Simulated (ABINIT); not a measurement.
Here is an ABINIT 10.8.3 (patched build) calculation.

The input run.abi:

```
# Datasets: ground state, then fixed potential
ndtset 2

# Pseudopotentials
pp_dirpath "./"
pseudos "S.GGA_PBE-JTH.xml, Na.GGA_PBE-JTH.xml"

# Structure
acell 3*1.0 Angstrom
rprim
     0.0000000000     3.2735000000     3.2735000000
     3.2735000000     0.0000000000     3.2735000000
     3.2735000000     3.2735000000     0.0000000000
ntypat 2
znucl 16 11
natom 3
typat 1 2 2
xred
     0.0000000000     0.0000000000     0.0000000000
     0.7500000000     0.7500000000     0.7500000000
     0.2500000000     0.2500000000     0.2500000000

# Plane-wave basis
ecut 40.0
pawecutdg 62.0
pawxcdev 0

# Exchange and correlation
ixc 11

# Bands and occupations
occopt 3
tsmear 0.00183747

# SCF cycle
nstep 100

# Output
iomode 3
prtwf 0
prteig 0
prtebands 0
prtden1 1

# Dataset 1
kptopt1 1
ngkpt1 7 7 7
nshiftk1 1
shiftk1 0.0 0.0 0.0
nband1 16
tolvrs1 1.0e-9

# Dataset 2: bands along G-X-W-K-G-L-U-W-L-K
iscf2 -2
getden2 1
nband2 22
nbdbuf2 4
tolwfr2 1.0e-11
kptopt2 -9
ndivsm2 6
prteig2 1
kptbounds2
     0.0000000000     0.0000000000     0.0000000000
     0.5000000000     0.0000000000     0.5000000000
     0.5000000000     0.2500000000     0.7500000000
     0.3750000000     0.3750000000     0.7500000000
     0.0000000000     0.0000000000     0.0000000000
     0.5000000000     0.5000000000     0.5000000000
     0.6250000000     0.2500000000     0.6250000000
     0.5000000000     0.2500000000     0.7500000000
     0.5000000000     0.5000000000     0.5000000000
     0.3750000000     0.3750000000     0.7500000000
```

Potentials or basis: JTH PAW PBE v2.0.

Run with:

```sh
$ mpirun --bind-to none -np 4 abinit run.abi > log 2>&1
```

(1) What does it give for the band gap along the path?

(2) Predict the pressure.

(3) What does it give for the band gap on the k mesh?

Results:

(1) 2.46 eV, direct.

(2) 0.5 GPa.

(3) 2.46 eV, direct.
